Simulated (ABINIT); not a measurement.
The system is AlN.

```
Al N
1.0
     0.00000    2.18399    2.18399
     2.18399    0.00000    2.18399
     2.18399    2.18399    0.00000
Al N
1 1
Direct
  0.00000 0.00000 0.00000
  0.25000 0.25000 0.25000
```

Measurements of this composition are mostly on another form, of space group No. 186.

Base run:

```yaml
Program: ABINIT 10.8.3 (patched build)
Functional: RPBE
Potentials_or_basis: JTH PAW PBE v2.0
Cutoff: 680 eV
k_mesh: 10 × 10 × 10
Occupations: fermi-dirac, width 0.05 eV
Spin: no spin polarisation
```

Its results: band gap on the k mesh 3.33 eV, indirect (least direct gap 4.21 eV).

Problem. After a change of settings the same cell gave: band gap on the k mesh 3.04 eV, indirect (least direct gap 4.00 eV). Which change was it?
A. functional from RPBE to SOGGA
B. functional from RPBE to WC
C. functional from RPBE to LDA; potentials or basis from JTH PAW PBE v2.0 to PseudoDojo NC SR LDA v0.4.1 standard; cutoff from 680 eV to 1143 eV
D. functional from RPBE to rPW86PBE; potentials or basis from JTH PAW PBE v2.0 to PseudoDojo NC SR PBE v0.4.1 standard; cutoff from 680 eV to 1143 eV

Solution. A.
